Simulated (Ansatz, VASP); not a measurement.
## WSe4: VASP beside Ansatz

```
W Se
1.0
     4.91052    0.00000    0.00000
     0.00000    4.91052    0.00000
     0.00000    0.00000    4.91052
W Se
1 4
Direct
  0.00000 0.00000 0.00000
  0.50000 0.00000 0.00000
  0.00000 0.50000 0.00000
  0.00000 0.00000 0.50000
  0.50000 0.50000 0.50000
```

Change from the starting cell: species swapped into the Co4N type (Pm-3m, No. 221).

Alike in both runs: functional PBE; k mesh 4 × 4 × 4; occupations gaussian, width 0.1 eV; no spin polarisation.

Ansatz relaxed the structure, and its values are those at the end. VASP's run is a single point on that final structure, the one shown.

|  | VASP | Ansatz |
| --- | --- | --- |
| version | VASP 6.6.1 | Ansatz 0.2.0 |
| potentials or method | VASP PAW PBE potentials, release 64 (W_sv, Se) | scalar-relativistic, plane waves, PAW |
| plane-wave cutoff (eV) | 520 | 420 |
| valence electrons in the cell | 38 | 78 |

|  | VASP | Ansatz | Ansatz less VASP |
| --- | --- | --- | --- |
| gap on the k mesh at the Fermi level (eV) | none | none | - |
| pressure (GPa) | -0.3 | -0.4 | -0.13 |

A gap of «none» marks a metal or a gap that the smearing closes. The functional is the same, so the differences come from potentials, cutoffs and numerics. The two sets of potentials don't hold the same shells in valence.

The runs have no spin-orbit coupling, so splittings on W are missing.
